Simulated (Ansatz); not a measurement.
# NbB3: the cost of one run

Computed with Ansatz 0.2.0 (DFT PBE, scalar-relativistic, plane waves, PAW, unless a step's input says otherwise).

**1. Starting point**

The structure is cubic, space group Pm-3m (No. 221). The conventional cell has a = 3.546 Å, b = 3.546 Å, c = 3.546 Å, α = 90.00°, β = 90.00°, γ = 90.00°. Around Nb (site symmetry m-3m) lie 6 B at 1.77 Å. Around B (site symmetry 4/mmm) lie 2 Nb at 1.77 Å.

As a file:

```
Nb B
1.0
     3.54563    0.00000    0.00000
     0.00000    3.54563    0.00000
     0.00000    0.00000    3.54563
Nb B
1 3
Cartesian
  0.0000 0.0000 0.0000
  1.7728 0.0000 0.0000
  0.0000 1.7728 0.0000
  0.0000 0.0000 1.7728
```

This is candidate A: ReO3 type (Pm-3m, No. 221).

(A quick probe on a coarse mesh, which set the mesh and smearing, is not shown.)

**3. A loose first relaxation (candidate A)**

input.yaml

```yaml
crystal:
  lattice:
    - [3.5456298532, 0.0, 0.0]
    - [0.0, 3.5456298532, 0.0]
    - [0.0, 0.0, 3.5456298532]
  atoms:
    - { symbol: Nb, position: [0.0, 0.0, 0.0] }
    - { symbol: B, position: [0.5, 0.0, 0.0] }
    - { symbol: B, position: [0.0, 0.5, 0.0] }
    - { symbol: B, position: [0.0, 0.0, 0.5] }
basis:
  ecutwfc: 420
kpoints:
  mp_grid: { grid: [6, 6, 6] }
hamiltonian:
  xc: pbe
scf:
  occupations: { method: gaussian, width: 0.1 }
  lower_state_search: "off"
output:
  forces: true
  stress: true
  eigenvalues: true
relax:
  adjacent_minimum: "off"
  f_tol: 0.04
  max_steps: 70
  cell: { stress_tol: 0.4 }
```

Run with:

```
> ansatz run input.yaml --threads 1 --pin off --max-ram 2560MiB --backend cpu --events-out ev --progress --plain --runs-dir out
```

**Question.** How long does this run take on 1 thread of Intel Xeon Platinum 8375C at 2.90GHz (Ice Lake), shared host, and how much memory does it need?

About 11 s, with a peak of 0.4 GiB.
